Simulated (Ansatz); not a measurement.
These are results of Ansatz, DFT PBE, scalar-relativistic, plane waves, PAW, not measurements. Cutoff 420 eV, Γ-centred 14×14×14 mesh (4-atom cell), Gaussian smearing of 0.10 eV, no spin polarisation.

Formation energies are uncorrected and count from the elements' standard states at the same level.

**Question.** Find a candidate tetragonal metal that holds Ti and 1 more element, with a formation energy near −0.40 eV/atom and about 16 Å³ per atom, in a cell of 4 atoms.

**Answer.** TiAl3, space group I4/mmm (No. 139). Around Ti lie 4 Al at 2.72 Å and 8 Al at 2.89 Å; Al on a site of symmetry -4m2 has 4 Al at 2.72 Å, 4 Al at 2.89 Å and 4 Ti at 2.89 Å; around Al on a site of symmetry 4/mmm lie 4 Ti at 2.72 Å and 8 Al at 2.89 Å.

```cif
data_structure
_symmetry_space_group_name_H-M 'P 1'
_symmetry_Int_Tables_number 1
_cell_length_a 5.0968
_cell_length_b 5.0968
_cell_length_c 5.0968
_cell_angle_alpha 135.674
_cell_angle_beta 135.674
_cell_angle_gamma 64.485
_cell_volume 63.75
loop_
_atom_site_label
_atom_site_type_symbol
_atom_site_fract_x
_atom_site_fract_y
_atom_site_fract_z
_atom_site_occupancy
Ti1 Ti 0.00000 0.00000 0.00000 1
Al1 Al 0.75000 0.25000 0.50000 1
Al2 Al 0.25000 0.75000 0.50000 1
Al3 Al 0.50000 0.50000 0.00000 1
```

The volume per atom is 15.94 Å³, the density is 3.36 g/cm³ and the formation energy is −0.40 eV/atom. The gap on the 14×14×14 mesh of the 4-atom cell is 0 eV (a metal).

The cell was found from a structure generator's guess, not taken from experiment. The answer needn't be unique; the calculation gave this one.

A later test with randomly moved atoms came back to the same energy, though modes that don't fit the test's cell weren't probed.
